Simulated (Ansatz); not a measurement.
**MoP: further runs on the relaxed cell**

The task here is to estimate one member of a computed series from the others.

Program: Ansatz 0.2.0. Level of theory: DFT PBE, scalar-relativistic, plane waves, PAW. These are calculated values, not measurements.

1 further run of the same task is left out (set aside as unsound or not needed).

## Starting point

It takes space group P-6m2 (No. 187, hexagonal). The conventional cell has a = 3.241 Å, b = 3.241 Å, c = 3.195 Å, α = 90.00°, β = 90.00°, γ = 120.00°. Mo (site symmetry -6m2) has 6 P at 2.46 Å as nearest neighbours. P (site symmetry -6m2) has 6 Mo at 2.46 Å as nearest neighbours.

Structure file:

```
Mo P
1.0
     3.24104    0.00000    0.00000
    -1.62052    2.80683    0.00000
     0.00000    0.00000    3.19523
Mo P
1 1
Direct
  0.00000 0.00000 0.00000
  0.33333 0.66667 0.50000
```

It is the result of an earlier relaxation at this level (volume 14.53 Å³/atom; gap on the mesh: none (metal)).

The first run:

input.yaml

```yaml
crystal:
  lattice:
    - [3.2410431084, 0.0, 0.0]
    - [-1.6205215542, 2.8068256667, 0.0]
    - [0.0, 0.0, 3.1952266614]
  atoms:
    - { symbol: Mo, position: [0.0, 0.0, 0.0] }
    - { symbol: P, position: [0.3333333333, 0.6666666667, 0.5] }
basis:
  ecutwfc: 420
kpoints:
  mp_grid: { grid: [18, 18, 14] }
  band_path:
    path:
      - [[0.0, 0.0, 0.0], [0.5, 0.0, 0.0], [0.33333333, 0.33333333, 0.0], [0.0, 0.0, 0.0], [0.0, 0.0, 0.5], [0.5, 0.0, 0.5], [0.33333333, 0.33333333, 0.5], [0.0, 0.0, 0.5]]
      - [[0.5, 0.0, 0.5], [0.5, 0.0, 0.0]]
      - [[0.33333333, 0.33333333, 0.5], [0.33333333, 0.33333333, 0.0]]
    npoints: 14
hamiltonian:
  xc: pbe
scf:
  occupations: { method: gaussian, width: 0.1 }
  n_extra_bands: 6
output:
  forces: true
  stress: true
  eigenvalues: true
  populations: true
  dos: { projected: true, de: 0.02, nscf_kmesh: { grid: [27, 27, 21] } }
  bader: true
  write_density: true
  write_potential: true
  elf: true
  volumetric_format: npy
```

Run with:

```
$ ansatz run input.yaml --threads 1 --pin off --max-ram 2560MiB --backend cpu --events-out ev --progress --plain --runs-dir out
```

Among the steps run: Electronic structure at the relaxed geometry; The cell scaled to 0.97 of its volume; Point at V/V0 = 1.03; The cell scaled to 0.94 of its volume; Point at V/V0 = 1.06.

One table of the session follows, with a row left open; its other results are not shown here.

It belongs to the step «Energy against volume». 

| volume (Å³/atom) | energy above the lowest point (meV/atom) | pressure (GPa) |
| --- | --- | --- |
| 13.662 | 39.0 | 15.20 |
| 14.098 | 9.1 | 6.98 |
| 14.534 | 0.0 | -0.01 |
| 14.970 | ? | ? |
| 15.406 | 31.8 | -11.02 |

Q: Estimate the row for volume (Å³/atom) = 14.970 from the others.

Worked estimate for «energy above the lowest point (meV/atom)». A straight line through the neighbours (14.534, 0.0) and (15.406, 31.8) gives 0.0 + (31.8 − 0.0) × (14.970 − 14.534) / (15.406 − 14.534) = 15.9; a parabola fitted to 3 rows on both sides gives 7.6.

The run gave: energy above the lowest point (meV/atom): 8.4; pressure (GPa): -5.97. In «energy above the lowest point (meV/atom)» the line misses by +7.5 and the parabola by -0.8.
